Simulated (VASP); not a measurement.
A run of VASP 6.6.1 is set up as follows.

INCAR

```
PREC     = Accurate       # precision mode
ENCUT    = 300            # plane-wave cutoff, eV
EDIFF    = 1E-7           # SCF threshold, eV
ISMEAR   = 0              # smearing method
SIGMA    = 0.03           # smearing width, eV
LREAL    = False          # projectors in reciprocal space
LASPH    = True           # aspherical terms in the spheres
NELM     = 80             # most SCF steps
ALGO     = Normal         # electronic algorithm
ISIF     = 3              # what is computed and relaxed
LWAVE    = False          # write WAVECAR
LCHARG   = False          # write CHGCAR
GGA      = PE             # functional
IBRION   = 2              # ionic algorithm
NSW      = 90             # ionic steps
EDIFFG   = -0.005         # ionic threshold
KPAR     = 2
```

Contents of KPOINTS:

```
Automatic mesh
0
Gamma
  3 3 3
```

The input POSCAR:

```
SiSe2                                   
1.0
   -3.2411070066      5.3038935744      2.9663738007
    3.2411070066     -5.3038935744      2.9663738007
    3.2411070066      5.3038935744     -2.9663738007
  Si              Se            
     2     4
Direct
     0.7500000000000000    0.7500000000000000    0.0000000000000000
     0.2500000000000000    0.2500000000000000    0.0000000000000000
     0.1155682733576970    0.1954240843993643    0.3109923577570684
     0.8844317266423031    0.8045759156006357    0.6890076422429317
     0.3844317266423030    0.6954240843993643    0.0798558210416681
     0.6155682733576969    0.3045759156006356    0.9201441789583318
```

Potentials or basis: VASP PAW PBE potentials, release 64 (Si, Se).

Launch:

```console
$ cat potpaw_PBE.64/Si/POTCAR potpaw_PBE.64/Se/POTCAR > POTCAR
$ mpirun -np 2 vasp_std > vasp.out
```

**Question.** Predict the space group after relaxing (to 0.05 Å).

**Answer.** Ibam (No. 72).

**Question.** What does it give for the band gap on the k mesh?

**Answer.** 2.22 eV, indirect (least direct gap 2.50 eV).

**Question.** Predict the relaxed cell.

**Answer.** a = 6.986 Å, b = 6.986 Å, c = 6.986 Å, α = 124.32°, β = 78.30°, γ = 129.72°.

Final structure:
```yaml
crystal:
  lattice:
    - [-3.26277, 5.41779, 2.96766]
    - [3.26277, -5.41779, 2.96766]
    - [3.26277, 5.41779, -2.96766]
  atoms:
    - { symbol: Si, position: [0.75000, 0.75000, 0.00000] }
    - { symbol: Si, position: [0.25000, 0.25000, 0.00000] }
    - { symbol: Se, position: [0.11380, 0.19288, 0.30669] }
    - { symbol: Se, position: [0.88620, 0.80712, 0.69331] }
    - { symbol: Se, position: [0.38620, 0.69288, 0.07908] }
    - { symbol: Se, position: [0.61380, 0.30712, 0.92092] }
```

Caveat: the k mesh is coarse (spacing up to 0.48 Å⁻¹), so the values aren't converged; an odd mesh through Γ misses points on the zone boundary, where band edges often lie.
